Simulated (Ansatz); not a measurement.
## Guessed and relaxed cells of AlN

The guess for AlN was made by a generator: random cell by space group and Wyckoff sites (Imma, No. 74). Its size is a rough estimate.

start.xyz

```xyz
4
Lattice="-2.2572 2.2891 2.5076 2.2572 -2.2891 2.5076 2.2572 2.2891 -2.5076" Properties=species:S:1:pos:R:3 pbc="T T T"
Al    0.0000    1.1446    1.7882
Al    2.2572    1.1446    0.7194
N     2.2572   -1.1446    1.9578
N     0.0000    3.4337    0.5497
```

Computed with Ansatz, DFT PBE, scalar-relativistic, plane waves, PAW. Cutoff 420 eV, Gaussian smearing, Γ-centred meshes. Cell and atoms relax first on a coarse mesh and then on a converged one. In between, the cell is made exact in the group found at 0.06 Å. The steps can't lower the symmetry of their start. No spin polarisation in the relaxation; trial moments died out in a coarse test.

end.xyz

```xyz
2
Lattice="2.6924 0.0000 0.0000 0.0000 2.6924 0.0000 0.0000 0.0000 5.0033" Properties=species:S:1:pos:R:3 pbc="T T T"
Al    1.3462    1.3462    2.5016
N     0.0000    0.0000    2.5016
```

The symmetry goes from Imma (No. 74) to P4/mmm (No. 123), and the primitive cell from 4 to 2 atoms. The volume per atom grows by 40.0 %, from 13.0 to 18.1 Å³. The shortest distance goes from 2.34 Å (Al–N) to 1.90 Å (Al–N). The energy falls by about 2.2 eV/atom (the start's value is from the coarse mesh). The end is written in a standard setting, so origin, axes and order of atoms can differ from the start's.

For AlN, the volume per atom is 18.1 Å³. The density is 1.9 g/cm³. The energy over the elements is −0.655 eV/atom. The gap on the 10×10×6 mesh of the 2-atom cell is 0.94 eV.

Energies over the elements count from the elements' standard structures at the same level (N₂ as a molecule), with no fitted energy shifts. A negative formation energy is needed for stability but isn't enough: competing phases decide.

The last run used Gaussian smearing of 0.02 eV. Weakly bound directions are ill-defined at this level, which has no dispersion term. Kohn–Sham gaps at this level usually fall short of measured ones. A later test with randomly moved atoms led to a structure 268 meV/atom lower, so this end is a saddle point or a shallow minimum. In all, the 4 runs took 81 s on 1 thread of Arm Neoverse V2, on a shared host.
